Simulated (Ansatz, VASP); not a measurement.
One calculation of InSb, two programs

INCAR

```
PREC = Accurate
ENCUT = 600
EDIFF = 1E-6
ISMEAR = 0
SIGMA = 0.1
LREAL = False
LASPH = True
NELM = 100
ALGO = Normal
ISIF = 3
LWAVE = False
LCHARG = False
GGA = PE
IBRION = 2
NSW = 100
EDIFFG = -0.002
```

Contents of KPOINTS:

```
regular mesh
0
Gamma
  12 12 12
```

POSCAR

```
InSb
1.0
    0.0000000000      3.3166107100      3.3166107100
    3.3166107100      0.0000000000      3.3166107100
    3.3166107100      3.3166107100      0.0000000000
In Sb
1 1
Direct
    0.0000000000      0.0000000000      0.0000000000
    0.7500000000      0.7500000000      0.7500000000
```

Input for Ansatz:

```yaml
crystal:
  lattice:
    - [0.0, 3.31661071, 3.31661071]
    - [3.31661071, 0.0, 3.31661071]
    - [3.31661071, 3.31661071, 0.0]
  atoms:
    - { symbol: In, position: [0.0, 0.0, 0.0] }
    - { symbol: Sb, position: [0.75, 0.75, 0.75] }
basis:
  ecutwfc: 420
kpoints:
  mp_grid: { grid: [12, 12, 12] }
hamiltonian:
  xc: pbe
  pseudopotentials: { kind: paw, azcp: { folder: soft_1 } }
scf:
  occupations: { method: gaussian, width: 0.1 }
output:
  forces: true
  stress: true
  eigenvalues: true
  write_density: true
  write_potential: true
  elf: true
  volumetric_format: npy
relax:
  adjacent_minimum: "off"
  f_tol: 0.002
  max_steps: 80
  cell: { stress_tol: 0.02 }
```

The cell is a database's computed one.

Alike in both runs: task relaxation of cell and atoms; functional PBE; k mesh 12 × 12 × 12; occupations gaussian, width 0.1 eV; no spin polarisation.

|  | VASP | Ansatz |
| --- | --- | --- |
| version | VASP 6.6.1 | Ansatz 0.2.0 |
| potentials or method | VASP PAW PBE potentials, release 64 (In_d, Sb) | scalar-relativistic, plane waves, PAW |
| plane-wave cutoff (eV) | 600 | 420 |
| valence electrons in the cell | 18 | 28 |

```csv
,VASP,Ansatz,Ansatz less VASP
"gap on the k mesh at the Fermi level, each at its own relaxed structure (eV)",none,none,-
relaxed volume (Å³/atom),36.51,36.53,+0.014
relaxed cell length with the largest relative difference (Å),4.692,4.692,+0.0006
```

A gap of «none» marks a metal or a gap that the smearing closes. The two sets of potentials don't hold the same shells in valence.

Caveats: this crystal is a semiconductor, whose small gap the functional closes, so the metal is an error of the method. Spin-orbit coupling is left out, which matters for the levels of Sb.
